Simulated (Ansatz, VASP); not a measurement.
One calculation of Y, two programs

```
Y
1.0
     0.00000    2.55199    2.55199
     2.55199    0.00000    2.55199
     2.55199    2.55199    0.00000
Y
1
Direct
  0.00000 0.00000 0.00000
```

Alike in both runs: task relaxation of cell and atoms; functional PBE; k mesh 7 × 7 × 7; occupations fermi-dirac, width 0.05 eV; non-collinear spin, spin-orbit coupling.

```csv
,VASP,Ansatz
version,VASP 6.6.1,Ansatz 0.2.0
potentials or method,"VASP PAW PBE potentials, release 64 (Y_sv), cutoff 600 eV","all-electron LAPW, relativistic spinors"
```

|  | VASP | Ansatz | Ansatz less VASP |
| --- | --- | --- | --- |
| net moment per atom (μB) | 0.00 | 0.00 | 0.000 |
| relaxed volume (Å³/atom) | 32.31 | 32.41 | +0.094 |
| relaxed cell length with the largest relative difference (Å) | 3.575 | 3.579 | +0.0035 |
| energy change over the relaxation (meV/atom) | -3 | -3 | +0.7 |

Ansatz ran all-electron here, so the differences hold the error of VASP's frozen core and of both bases.

Caveats: the k mesh is thin for a metal, which can move the energy by tens of meV per atom (Ansatz).
